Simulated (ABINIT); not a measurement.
# Ti: single point with PBE

Ti:

```
Ti
1.0
     0.00000    2.03000    2.03000
     2.03000    0.00000    2.03000
     2.03000    2.03000    0.00000
Ti
1
Direct
  0.00000 0.00000 0.00000
```

This isn't the form of Ti at room conditions, which is hcp.

| Property | Result |
| --- | --- |
| Program | ABINIT 10.8.3 (patched build) |
| Task | single point |
| Functional | PBE |
| Potentials or basis | JTH PAW PBE v2.0 |
| Cutoff | 490 eV |
| k mesh | 11 × 11 × 11 |
| Occupations | fermi-dirac, width 0.05 eV |
| Spin | no spin polarisation |
| Fine-grid cutoff | 979.61 eV |

```yaml
Pressure: 4.3 GPa
Band_gap_on_the_k_mesh: none (metal or under the smearing width)
Valence_electrons_inside_the_program's_atomic_spheres: Ti 10.20 (radii [1.2214] Å)
```

Levels at points of the mesh, in eV from the Fermi level:
```
           k point  band 4  band 5  band 6  band 7  band 8  band 9
(0.00, 0.00, 0.00)  -32.42   -6.16    0.91    0.91    0.91    2.63
```

It took 8.2 s on 1 thread of Arm Neoverse V1, on a shared host, peak memory 0.09 GiB.
